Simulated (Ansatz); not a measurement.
# HfN: the cell at several levels of theory, part 2 of 2

Ansatz 0.2.0, plane waves.

**3. Relaxation with r2SCAN**

Start: the result of step 2.

Contents of input.yaml:

```yaml
crystal:
  lattice:
    - [0.0, 2.274600755, 2.274600755]
    - [2.274600755, 0.0, 2.274600755]
    - [2.274600755, 2.274600755, 0.0]
  atoms:
    - { symbol: Hf, position: [0.0, 0.0, 0.0] }
    - { symbol: "N", position: [0.5, 0.5, 0.5] }
kpoints:
  mp_grid: { grid: [8, 8, 8] }
hamiltonian:
  xc: r2scan
scf:
  occupations: { method: fermi_dirac, width: 0.02 }
relax:
  f_tol: 0.005
  cell: {}
output:
  write_density: true
  write_potential: true
  elf: true
  volumetric_format: npy
```

Started as:

```sh
ansatz run input.yaml --threads 1 --pin off --max-ram 2304MiB --backend cpu --events-out ev --progress --plain --runs-dir out
```

Log:

```text
Warning: RAYON_NUM_THREADS=1 ignored (pool sized by the plan → 1); use --threads N
Engine: ansatz 0.2.0, x86_64-unknown-linux-gnu
Pseudopotentials: kind: paw
Pseudopotential: Hf, paw, valence charge 26, recommended cutoff 500 eV (meta_gga), Hf.paw.azcp
Pseudopotential: N, paw, valence charge 5, recommended cutoff 500 eV (meta_gga), N.paw.azcp
Functional definition: r2SCAN
  parameter k0 = 0.174
  parameter k1 = 0.065
  parameter a1 = 4.9479
  exchange = r2scan_x(k0 = k0, k1 = k1, a1 = a1)
  correlation = r2scan_c
Crystal: 2 atoms, lattice volume = 23.537 Å³
Basis set: ecut = 500 eV, 609 PW (Γ), exchange–correlation on 96×96×96 points (64 copies of the dense FFT grid, shifted against one another)
Bands: 20, of which v1, the nominal top of the filled ones, is band 16 counted from 1 (15 counted from 0)
Symmetry: 48 space group operations
Space group: Fm-3m (ITA 225), of the structure as read, at distance tolerance 2.9e-5 Å
k-points: 29 of 512
Non-local potential: Hf, projectors of the file, l = 0: 3, l = 1: 2, l = 2: 2, l = 3: 3
Non-local potential: N, projectors of the file, l = 0: 2, l = 1: 2, l = 2: 1
PAW form: soft (Blöchl's): semilocal exchange-correlation on the pseudo side does not see the compensation charge
PAW frozen core: Hf, regenerated for the run's functional (the file was generated under x = pbe(κ = 0.804, μ = 0.2195149727645171), c = pbe(β = 0.06672455060314922))
PAW frozen core: N, regenerated for the run's functional (the file was generated under x = pbe(κ = 0.804, μ = 0.2195149727645171), c = pbe(β = 0.06672455060314922))
PAW one-centre angular grid: Hf, 974 points (default); XC on 160 Gauss nodes
PAW one-centre angular grid: N, 302 points (default); XC on 160 Gauss nodes
Initial density: superposition of atomic densities (neutral atoms: chi_scale 0, normalization atom), corrected by the library's trained network
Initial wavefunctions: pseudopotential atomic-orbital guess
Functional: x = r2scan, c = r2scan; τ floored in thin density (d = 2e-4 eV/Å³)
SCF iter   1: F=—  HF=-16121.565230 eV  |F-HF|=—  |Δ(HF+E_count)|=         —  Δρ=1.20e-2  dr2=3.20e-2  dr2_τ=1.38e-1  ethr=1.77e-3  ⟨swp⟩=4.9  Hψ=2350  notcnv=0
preconditioner: auto → none  [insulator: Δε(μ)=0.050 eV  Ē_g=19.922 eV  σ=0.020 eV  W_gap=0.51  n_scr=14 (ndim 8)  ℏωp=41.2 eV  f_vac=0.000  D(μ)=1.26/eV (n_scr^D=14)  ε∞_Penn≈5.3]
SCF iter   2: F=—  HF=-16121.613598 eV  |F-HF|=—  |Δ(HF+E_count)|=   4.84e-2  Δρ=5.66e-3  dr2=2.56e-3  dr2_τ=1.53e-3  ethr=1.03e-4  ⟨swp⟩=2.6  Hψ=1399  notcnv=0  defer=11
SCF iter   3: F=—  HF=-16121.613462 eV  |F-HF|=—  |Δ(HF+E_count)|=   1.37e-4  Δρ=2.96e-3  dr2=8.92e-4  dr2_τ=7.64e-5  ethr=8.26e-6  ⟨swp⟩=2.0  Hψ=1126  notcnv=0  defer=11
SCF iter   4: F=—  HF=-16121.613571 eV  |F-HF|=—  |Δ(HF+E_count)|=   1.10e-4  Δρ=3.12e-4  dr2=1.77e-5  dr2_τ=5.79e-6  ethr=2.88e-6  ⟨swp⟩=2.0  Hψ=1009  notcnv=0  defer=11
SCF iter   5: F=—  HF=-16121.613563 eV  |F-HF|=—  |Δ(HF+E_count)|=   7.93e-6  Δρ=1.45e-4  dr2=5.34e-6  dr2_τ=3.15e-7  ethr=5.71e-8  ⟨swp⟩=2.0  Hψ=1019  notcnv=0  defer=11
SCF iter   6: F=-16121.613562 eV  HF=-16121.613562 eV  |F-HF|=5.56e-8  |Δ(HF+E_count)|=   1.13e-6  Δρ=2.40e-5  dr2=7.52e-8  dr2_τ=2.24e-8  ethr=3.23e-10  ⟨swp⟩=6.8  Hψ=3954  notcnv=0
SCF 1 converged in 6 iterations: F = -16121.613562 eV  dr2 = 7.52e-8
relax step   1: F+E_penalty+E_count = -16121.61356214 eV  Δ(F+E_penalty+E_count) = +0.000e0 eV  max|allowed force component| = 5.785e-30 eV/Å  Δτ_max = 0.0000 Å  P = -4.069 GPa  Ω = 23.537 Å³  (6 SCF iters, dr2 threshold 1.00e-7 eV, accepted)
Crystal: 2 atoms, lattice volume = 22.980 Å³
Basis set: ecut = 500 eV, 561 PW (Γ), exchange–correlation on 96×96×96 points (64 copies of the dense FFT grid, shifted against one another)
Initial density: handed on by an earlier stage of this run
Initial wavefunctions: those handed on with the density
iter 1 solved again at ethr=2.23e-6 eV; its pass at ethr=3.10e-3 eV (dr2=6.90e-4 eV) is discarded
SCF iter   1: F=—  HF=-16121.601464 eV  |F-HF|=—  |Δ(HF+E_count)|=         —  Δρ=2.04e-3  dr2=7.13e-4  dr2_τ=1.20e-2  ethr=2.23e-6  ⟨swp⟩=1.4  Hψ=3134  notcnv=0
preconditioner: auto → none  [insulator: Δε(μ)=0.051 eV  Ē_g=19.851 eV  σ=0.020 eV  W_gap=0.51  n_scr=14 (ndim 8)  ℏωp=41.7 eV  f_vac=0.000  D(μ)=1.26/eV (n_scr^D=14)  ε∞_Penn≈5.4]
SCF iter   2: F=—  HF=-16121.616461 eV  |F-HF|=—  |Δ(HF+E_count)|=   1.50e-2  Δρ=7.78e-4  dr2=1.24e-4  dr2_τ=2.33e-5  ethr=2.23e-6  ⟨swp⟩=2.0  Hψ=1160  notcnv=0
SCF iter   3: F=—  HF=-16121.616516 eV  |F-HF|=—  |Δ(HF+E_count)|=   5.51e-5  Δρ=3.31e-4  dr2=1.67e-5  dr2_τ=3.05e-6  ethr=4.01e-7  ⟨swp⟩=2.0  Hψ=914  notcnv=0
SCF iter   4: F=—  HF=-16121.616518 eV  |F-HF|=—  |Δ(HF+E_count)|=   1.97e-6  Δρ=2.40e-4  dr2=1.30e-5  dr2_τ=1.79e-6  ethr=5.39e-8  ⟨swp⟩=2.0  Hψ=1033  notcnv=0
SCF iter   5: F=—  HF=-16121.616515 eV  |F-HF|=—  |Δ(HF+E_count)|=   3.25e-6  Δρ=1.19e-4  dr2=3.31e-6  dr2_τ=6.49e-8  ethr=4.20e-8  ⟨swp⟩=2.9  Hψ=983  notcnv=0
SCF iter   6: F=-16121.616514 eV  HF=-16121.616514 eV  |F-HF|=2.04e-7  |Δ(HF+E_count)|=   4.02e-7  Δρ=1.85e-5  dr2=7.11e-8  dr2_τ=1.41e-8  ethr=6.45e-10  ⟨swp⟩=6.2  Hψ=3876  notcnv=0
SCF 2 converged in 6 iterations: F = -16121.616514 eV  dr2 = 7.11e-8
relax step   2: F+E_penalty+E_count = -16121.61651425 eV  Δ(F+E_penalty+E_count) = -2.952e-3 eV  max|allowed force component| = 3.221e-30 eV/Å  Δτ_max = 0.0000 Å  P = +2.604 GPa  Ω = 22.980 Å³  energy of the carried Pulay correction = +1.619e-4 eV  (6 SCF iters, dr2 threshold 2.00e-7 eV, accepted)
Crystal: 2 atoms, lattice volume = 23.194 Å³
iter 1 solved again at ethr=4.30e-7 eV; its pass at ethr=3.10e-3 eV (dr2=1.33e-4 eV) is discarded
SCF iter   1: F=—  HF=-16121.615968 eV  |F-HF|=—  |Δ(HF+E_count)|=         —  Δρ=8.07e-4  dr2=1.15e-4  dr2_τ=1.83e-3  ethr=4.30e-7  ⟨swp⟩=2.0  Hψ=3088  notcnv=0
preconditioner: auto → none  [insulator: Δε(μ)=0.055 eV  Ē_g=19.825 eV  σ=0.020 eV  W_gap=0.53  n_scr=14 (ndim 8)  ℏωp=41.5 eV  f_vac=0.000  D(μ)=1.23/eV (n_scr^D=14)  ε∞_Penn≈5.4]
SCF iter   2: F=—  HF=-16121.618128 eV  |F-HF|=—  |Δ(HF+E_count)|=   2.16e-3  Δρ=3.01e-4  dr2=1.95e-5  dr2_τ=3.94e-6  ethr=3.69e-7  ⟨swp⟩=2.0  Hψ=1159  notcnv=0
SCF iter   3: F=—  HF=-16121.618135 eV  |F-HF|=—  |Δ(HF+E_count)|=   6.99e-6  Δρ=1.23e-4  dr2=2.06e-6  dr2_τ=5.22e-7  ethr=6.28e-8  ⟨swp⟩=2.0  Hψ=915  notcnv=0
SCF iter   4: F=—  HF=-16121.618136 eV  |F-HF|=—  |Δ(HF+E_count)|=   2.81e-7  Δρ=8.15e-5  dr2=1.49e-6  dr2_τ=2.22e-7  ethr=6.63e-9  ⟨swp⟩=2.0  Hψ=1033  notcnv=0
SCF iter   5: F=—  HF=-16121.618135 eV  |F-HF|=—  |Δ(HF+E_count)|=   4.25e-7  Δρ=3.85e-5  dr2=3.33e-7  dr2_τ=7.22e-9  ethr=4.80e-9  ⟨swp⟩=2.1  Hψ=860  notcnv=0
SCF iter   6: F=-16121.618135 eV  HF=-16121.618135 eV  |F-HF|=1.49e-8  |Δ(HF+E_count)|=   4.94e-8  Δρ=6.72e-6  dr2=9.91e-9  dr2_τ=4.17e-10  ethr=6.45e-10  ⟨swp⟩=7.7  Hψ=3466  notcnv=0
SCF 3 converged in 6 iterations: F = -16121.618135 eV  dr2 = 9.91e-9
relax step   3: F+E_penalty+E_count = -16121.61813508 eV  Δ(F+E_penalty+E_count) = -1.621e-3 eV  max|allowed force component| = 2.991e-30 eV/Å  Δτ_max = 0.0000 Å  P = -0.062 GPa  Ω = 23.194 Å³  energy of the carried Pulay correction = +9.922e-5 eV  (6 SCF iters, dr2 threshold 2.00e-7 eV, accepted)
Crystal: 2 atoms, lattice volume = 23.189 Å³
iter 1 solved again at ethr=1.43e-10 eV; its pass at ethr=3.10e-3 eV (dr2=4.42e-8 eV) is discarded
SCF iter   1: F=—  HF=-16121.618136 eV  |F-HF|=—  |Δ(HF+E_count)|=         —  Δρ=1.73e-5  dr2=4.05e-8  dr2_τ=9.79e-7  ethr=1.43e-10  ⟨swp⟩=2.0  Hψ=3054  notcnv=0
preconditioner: auto → none  [insulator: Δε(μ)=0.054 eV  Ē_g=19.821 eV  σ=0.020 eV  W_gap=0.53  n_scr=14 (ndim 8)  ℏωp=41.5 eV  f_vac=0.000  D(μ)=1.24/eV (n_scr^D=14)  ε∞_Penn≈5.4]
SCF iter   2: F=—  HF=-16121.618138 eV  |F-HF|=—  |Δ(HF+E_count)|=   1.13e-6  Δρ=6.74e-6  dr2=1.03e-8  dr2_τ=2.19e-9  ethr=1.31e-10  ⟨swp⟩=2.0  Hψ=1035  notcnv=0
SCF iter   3: F=-16121.618138 eV  HF=-16121.618138 eV  |F-HF|=3.31e-10  |Δ(HF+E_count)|=   1.31e-9  Δρ=2.62e-6  dr2=9.67e-10  dr2_τ=4.02e-10  ethr=3.14e-11  ⟨swp⟩=6.8  Hψ=3019  notcnv=0
SCF 4 converged in 3 iterations: F = -16121.618138 eV  dr2 = 9.67e-10
relax step   4: F+E_penalty+E_count = -16121.61813755 eV  Δ(F+E_penalty+E_count) = -2.466e-6 eV  max|allowed force component| = 8.152e-30 eV/Å  Δτ_max = 0.0000 Å  P = -0.000 GPa  Ω = 23.189 Å³  energy of the carried Pulay correction = +1.007e-4 eV  (3 SCF iters, dr2 threshold 9.72e-9 eV, accepted)
Initial wavefunctions: pseudopotential atomic-orbital guess (no wavefunctions were taken with the density)
iter 1 solved again at ethr=6.13e-9 eV; its pass at ethr=3.10e-3 eV (dr2=1.90e-6 eV) is discarded
SCF iter   1: F=—  HF=-16121.618045 eV  |F-HF|=—  |Δ(HF+E_count)|=         —  Δρ=2.41e-5  dr2=1.29e-8  dr2_τ=5.86e-8  ethr=6.13e-9  ⟨swp⟩=3.1  Hψ=4160  notcnv=0
SCF iter   2: F=—  HF=-16121.618045 eV  |F-HF|=—  |Δ(HF+E_count)|=   4.22e-8  Δρ=1.20e-5  dr2=3.11e-9  dr2_τ=4.18e-9  ethr=4.15e-11  ⟨swp⟩=2.0  Hψ=1028  notcnv=0
SCF iter   3: F=—  HF=-16121.618045 eV  |F-HF|=—  |Δ(HF+E_count)|=   1.18e-8  Δρ=1.18e-6  dr2=1.98e-10  dr2_τ=6.10e-11  ethr=1.00e-11  ⟨swp⟩=2.0  Hψ=993  notcnv=0
SCF iter   4: F=—  HF=-16121.618045 eV  |F-HF|=—  |Δ(HF+E_count)|=  1.62e-10  Δρ=4.30e-7  dr2=3.54e-11  dr2_τ=7.97e-12  ethr=1.00e-12  ⟨swp⟩=2.0  Hψ=1033  notcnv=0
SCF iter   5: F=-16121.618045 eV  HF=-16121.618045 eV  |F-HF|=3.64e-12  |Δ(HF+E_count)|=  1.82e-11  Δρ=2.84e-7  dr2=1.15e-11  dr2_τ=2.75e-12  ethr=1.00e-12  ⟨swp⟩=5.4  Hψ=2474  notcnv=0
SCF 5 converged in 5 iterations: F = -16121.618045 eV  dr2 = 1.15e-11
relax step   5: F+E_penalty+E_count = -16121.61804502 eV  Δ(F+E_penalty+E_count) = +9.253e-5 eV  max|allowed force component| = 2.814e-29 eV/Å  Δτ_max = 0.0000 Å  P = +0.001 GPa  Ω = 23.189 Å³  stress off target by 1.02e-3 GPa  SCF on the basis re-selected at this cell (its energy is not comparable with the rows above)  (5 SCF iters)
basis re-selected at this cell: Δ(F+E_penalty+E_count) = +9.253e-5 eV, ΔP = +0.001 GPa vs the last step (what re-selecting the basis moved, of the pressure what is left beyond the Pulay correction that the steps carried, after the strain that the cell walked since its last selection, with what the two solves' SCF thresholds leave and, on support functions, any second-order correction that the steps lacked; it is no measure of the basis error at this ecutwfc). This SCF's stress stands 1.02e-3 GPa from its target on what of the cell is left free (relax.cell.stress_tol is 5.00e-2 GPa) and its largest allowed force component is 2.81e-29 eV/Å (relax.f_tol is 5.00e-3 eV/Å): within both
SCF converged after 5 iterations
Free energy (F): -16121.618045 eV
Harris-Foulkes:  -16121.618045 eV  (|F-HF|=3.64e-12)
Internal energy: -16121.616587 eV  (E = F + TS)
E sigma→0 (E₀):  -16121.617316 eV
Entropy (-TS):   -0.001458 eV (-0.729 meV/atom)
Fermi energy:    23.906886 eV
--- Per-component energies (eV) ---
  E_band       = 158.415540
  E_kinetic    = 557.905294
  E_local      = -4739.081986  (includes V_loc(G=0)·N_el)
  E_nonlocal   = -1203.301078
  E_hartree    = 2250.727209
  E_xc         = -344.741902
  E_vxc        = -380.096264  (∫ρ·V_xc dr)
  E_paw        = -7080.809980  (= ΣΔE_a)
  E_vpaw       = 1402.334665  (= ΣTr[D̂ρ^β])
  E_aug_tail   = 0.000016  (compensation charges beyond the density's cutoff)
  E_vtau       = 19.200518  (kinetic-family band-sum trace: ∫τ·v_τ [+ j·A + Jᵃ·Aᵃ] dr)
  E_ewald      = -5562.606118
  E_core_change = 0.291957  (= ΣΔE_core)
  E_smearing   = -0.001458  (= −TS)
  E_closure    = 0.000000  (closes the sum)
  Σ components = -16121.618045   (vs F -16121.618045, Δ=0.00e0)
--- Forces (eV/Å), atoms counted from 1 ---
  atom   1  Hf    -0.00000000     0.00000000     0.00000000
  atom   2  N      0.00000000    -0.00000000     0.00000000
  max |Σ_I F_I| component: 4.47e-29 eV/Å
--- Stress (GPa, compression-positive) ---
        0.001023      -0.000000      -0.000000
        0.000000       0.001023       0.000000
       -0.000000       0.000000       0.001023
  P = ⅓ Tr σ = 0.0010 GPa (0.010 kbar)
--- Band table (eV; the first three rows and the last of 29) ---
  k-point 0: bands = ["-40.8728", "-8.6146", "-8.6146", "-8.6146", "5.2313", "10.7142", "10.7142", "10.7142", "10.7506", "10.8511", "10.8511", "10.8511", "20.5856", "20.5856", "20.5856", "23.5449", "23.5449", "23.5449", "25.8670", "25.9042"]
  k-point 1: bands = ["-40.8638", "-8.7668", "-8.6266", "-8.6266", "5.5692", "10.7195", "10.7278", "10.7278", "10.7584", "10.8406", "10.8406", "10.8516", "19.2685", "19.7884", "19.7884", "23.8641", "24.0432", "24.0432", "26.9172", "27.0157"]
  k-point 2: bands = ["-40.8420", "-9.1152", "-8.6554", "-8.6554", "6.4087", "10.7508", "10.7619", "10.7619", "10.7810", "10.8176", "10.8176", "10.8526", "17.1173", "18.5136", "18.5136", "24.5048", "25.2570", "25.2570", "28.7883", "29.3214"]
  k-point 28: bands = ["-40.7907", "-9.1577", "-9.1577", "-8.9571", "6.8365", "10.7690", "10.7817", "10.7817", "10.8059", "10.8059", "10.8276", "10.8665", "17.3584", "17.9876", "17.9876", "25.0350", "25.0350", "29.4037", "29.4706", "30.2569"]
--- Relaxed structure (4 steps of the walk, 4 accepted, 1 SCFs on fresh bases) ---
  F+E_penalty+E_count = -16121.61804502 eV   max|allowed force component| = 2.814e-29 eV/Å   (the final SCF, on the basis selected at the relaxed cell)
  cell:  # Å, volume = 23.1887 Å³
    - [1.7833802115134567e-33, 2.2633344290282853, 2.2633344290282853]
    - [2.2633344290282853, 2.1209486086927896e-33, 2.2633344290282853]
    - [2.2633344290282853, 2.2633344290282853, 1.8470723619246515e-34]
  atoms:
    - { symbol: Hf, position: [-5.2919450263750005e-36, 3.0869679320504436e-36, 1.058389005275281e-35] }
    - { symbol: N, position: [0.49999999999999994, 0.49999999999999994, 0.49999999999999994] }
```

It took 18 s on 1 thread of Intel Xeon Platinum 8175M at 2.50GHz (Skylake/Cascade Lake), shared host; peak memory 0.46 GiB.

Step by step:

| step | energy change (meV/atom) | largest force (eV/Å) | pressure (GPa) | volume (Å³/atom) |
| --- | --- | --- | --- | --- |
| 1 | 0.0 | 0.0000 | -4.07 | 11.768 |
| 2 | -1.5 | 0.0000 | 2.60 | 11.490 |
| 3 | -2.3 | 0.0000 | -0.06 | 11.597 |
| 4 | -2.3 | 0.0000 | 0.00 | 11.594 |
| 5 | -2.2 | 0.0000 | 0.00 | 11.594 |

The table lists every geometry solved, with passes on a fresh basis, whose energies don't compare exactly with the rows above.

|  | before | after | change |
| --- | --- | --- | --- |
| a (Å) | 4.549 | 4.527 | -0.50 % |
| volume (Å³/atom) | 11.768 | 11.594 | -1.48 % |
| shortest distance (Å) | 2.275 | 2.263 | -0.50 % |
| space group | Fm-3m | Fm-3m | same |

**4. Results**

The summary covers parts 1 to 2.

```
 level  a (Å)  volume (Å³/atom)  space group  SCF geometries
   PBE  4.549            11.768        Fm-3m               7
r2SCAN  4.527            11.594        Fm-3m               5
```

The first relaxation changed the volume by +2.5 % from the start. The volume runs from r2SCAN (least) to PBE (most), a spread of 1.5 %, or 0.5 % in length if all axes shared it alike.
